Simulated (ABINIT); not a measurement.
Crystal: KCl (Sylvite).

```
K Cl
1.0
     0.00000    3.14647    3.14647
     3.14647    0.00000    3.14647
     3.14647    3.14647    0.00000
K Cl
1 1
Direct
  0.00000 0.00000 0.00000
  0.50000 0.50000 0.50000
```

Base run:

* Program: ABINIT 10.8.3 (patched build)
* Functional: PBEsol
* Potentials or basis: SPMS NC PBE v1.0
* Cutoff: 490 eV
* k mesh: 6 × 6 × 6
* Occupations: fixed
* Spin: no spin polarisation

Its results: band gap on the k mesh 5.02 eV, direct; pressure -0.5 GPa.

Task: The run is repeated on the same cell with these changes: functional from PBEsol to PBE. What comes out?

Result: Band gap on the k mesh 5.19 eV, direct; pressure 0.6 GPa.

PBE binds less tightly than PBEsol, so the same cell stands under more pressure.

Caveats: the potentials were made for another functional, which shifts forces and pressure (some runs).

